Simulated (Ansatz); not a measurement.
# TiC: response to strain

Aim: deform TiC (zz strain of +1 %) and compute stress, forces and field gradients with LAPW, PAW and all-electron datasets made for the crystal.

Method: DFT PBE, scalar-relativistic, in Ansatz 0.2.0.

## (1) The structure to begin with

The structure is cubic, space group Fm-3m (No. 225). Conventional cell: a = 4.328 Å, b = 4.328 Å, c = 4.328 Å, α = 90.00°, β = 90.00°, γ = 90.00°. Ti (site symmetry m-3m) is surrounded by 6 C at 2.16 Å. C (site symmetry m-3m) is surrounded by 6 Ti at 2.16 Å.

Coordinates:

```xyz
2
Lattice="0.0000 2.1640 2.1640 2.1640 0.0000 2.1640 2.1640 2.1640 0.0000" Properties=species:S:1:pos:R:3 pbc="T T T"
Ti    0.0000    0.0000    0.0000
C     2.1640    2.1640    2.1640
```

Atoms are numbered in the order of the input: Ti1, C2.

## (2) After the deformation

Space group Fm-3m before, I4/mmm after.

## (3) LAPW, all electrons

Input file input.yaml:

```yaml
crystal:
  lattice:
    - [0.0, 2.164, 2.18564]
    - [2.164, 0.0, 2.18564]
    - [2.164, 2.164, 0.0]
  atoms:
    - { symbol: Ti, position: [0.0, 0.0, 0.0] }
    - { symbol: C, position: [0.5, 0.5, 0.5] }
kpoints:
  mp_grid: { grid: [16, 16, 16] }
  band_path:
    path:
      - [0.0, 0.0, 0.0]
      - [0.0, 0.5, 0.5]
      - [0.25, 0.75, 0.5]
      - [0.0, 0.5, 0.0]
      - [0.0, 0.0, 0.0]
      - [0.5, 0.5, 0.0]
      - [0.3725370062, 0.6274629938, 0.0]
      - [-0.3725370062, 0.3725370062, 0.0]
      - [0.0, 0.0, 0.0]
    npoints: 5
scf:
  occupations: { method: fermi_dirac, width: 0.03 }
hamiltonian:
  xc: pbe
  pseudopotentials: { kind: all_electron, lapw: { basis_error: 0.001 } }
output:
  forces: true
  stress: true
  eigenvalues: true
```

Command:

```console
ansatz run input.yaml --threads 1 --pin off --max-ram 3072MiB --backend cpu --events-out ev --progress --plain --runs-dir out
```

## (4) Frozen-core PAW

Input file input.yaml:

```yaml
crystal:
  lattice:
    - [0.0, 2.164, 2.18564]
    - [2.164, 0.0, 2.18564]
    - [2.164, 2.164, 0.0]
  atoms:
    - { symbol: Ti, position: [0.0, 0.0, 0.0] }
    - { symbol: C, position: [0.5, 0.5, 0.5] }
kpoints:
  mp_grid: { grid: [16, 16, 16] }
scf:
  occupations: { method: fermi_dirac, width: 0.03 }
hamiltonian:
  xc: pbe
  pseudopotentials: { kind: paw }
output:
  forces: true
  stress: true
  eigenvalues: true
  efg: { contact_densities: true }
  write_density: true
  write_potential: true
  elf: true
  volumetric_format: npy
```

## (5) Datasets made for this crystal

input.yaml, as its differences from that of step 4:

```diff
@@ -14,3 +14,3 @@
   xc: pbe
-  pseudopotentials: { kind: paw }
+  pseudopotentials: { kind: all_electron, datasets: crystal }
 output:
@@ -20,5 +20 @@
   efg: { contact_densities: true }
-  write_density: true
-  write_potential: true
-  elf: true
-  volumetric_format: npy
```

(Steps that only read results are left out.)

Before running it: what results should come out? Wanted: pressure; largest shear or deviatoric stress.

The runs gave:

```
                                 quantity                                              value
                                 pressure  LAPW -1.60, PAW -1.57, crystal datasets -1.59 GPa
largest shear or deviatoric stress (LAPW)                                           2.34 GPa
```

What this shows: The largest part of the stress beyond the pressure is 2.34 GPa in size, in the zz component; the atoms are carried along and not relaxed. No run of the undeformed cell stands beside it, so the pressure holds what the given cell had before the change. PAW: stress within 0.03 GPa of LAPW. Crystal datasets: stress within 0.01 GPa of LAPW.
